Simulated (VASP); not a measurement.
A VASP 6.6.1 single-point calculation on Mg2Ge

INCAR

```
SIGMA = 0.02
ISIF = 2
LCHARG = .FALSE.
NBANDS = 16
NELM = 71
ISMEAR = -1
PREC = Accurate
LASPH = .TRUE.
IBRION = -1
ENCUT = 400
LREAL = .FALSE.
LWAVE = .FALSE.
EDIFF = 1E-7
GGA = PE
NSW = 0
```

KPOINTS

```
KPOINTS created by Atomic Simulation Environment
0
Gamma
8 8 8
0 0 0
```

POSCAR

```
Ge Mg
 1.0000000000000000
     0.0000000000000000    3.1194392128000001    3.1194392128000001
     3.1194392128000001    0.0000000000000000    3.1194392128000001
     3.1194392128000001    3.1194392128000001    0.0000000000000000
 Ge  Mg
   1   2
Cartesian
  0.0000000000000000  0.0000000000000000  0.0000000000000000
  1.5597196064000001  1.5597196064000001  1.5597196064000001
  4.6791588192000013  4.6791588192000013  4.6791588192000013
```

The recommended PBE PAW datasets give the neutral cell 18 valence electrons.

Command

```
mpirun -np 1 vasp_std
```

Question: Predict the outcome of this run.

Answer: It converged. Results: gap between bands v and c on the k mesh 0.08 eV; least direct gap on the k mesh 1.44 eV; pressure 4.9 GPa. Band v is the last that the valence electrons fill when counted band by band, and c is the next.

OSZICAR

```
N       E                     dE             d eps       ncg     rms          rms(c)
DAV:   1     0.822507605950E+02    0.82251E+02   -0.77750E+03  1024   0.167E+03
DAV:   2     0.221420605007E+01   -0.80037E+02   -0.76888E+02  1048   0.396E+02
DAV:   3    -0.848006464388E+01   -0.10694E+02   -0.10672E+02  1160   0.868E+01
DAV:   4    -0.875204081948E+01   -0.27198E+00   -0.27195E+00  1112   0.141E+01
DAV:   5    -0.875761480156E+01   -0.55740E-02   -0.55739E-02  1160   0.229E+00    0.337E+00
DAV:   6    -0.836571231069E+01    0.39190E+00   -0.41996E-01  1144   0.349E+00    0.179E+00
DAV:   7    -0.827985748287E+01    0.85855E-01   -0.24803E-01  1136   0.307E+00    0.536E-01
DAV:   8    -0.828075130873E+01   -0.89383E-03   -0.18689E-02  1160   0.194E+00    0.131E-01
DAV:   9    -0.828065580053E+01    0.95508E-04   -0.12776E-03  1208   0.577E-01    0.298E-02
DAV:  10    -0.828066947334E+01   -0.13673E-04   -0.88821E-05  1056   0.688E-02    0.108E-02
DAV:  11    -0.828067415555E+01   -0.46822E-05   -0.15607E-05  1032   0.401E-02    0.486E-03
DAV:  12    -0.828067427633E+01   -0.12078E-06   -0.23177E-06  1272   0.160E-02    0.976E-04
DAV:  13    -0.828067424429E+01    0.32032E-07   -0.17913E-07  1032   0.246E-03
   1 F= -.82806742E+01 E0= -.82805877E+01  d E =-.173143E-03
```

For comparison, a separate PBE run of the intended cell, on usual settings and not on those above, gives a gap of 0.08 eV on its mesh and a pressure of 5.0 GPa.
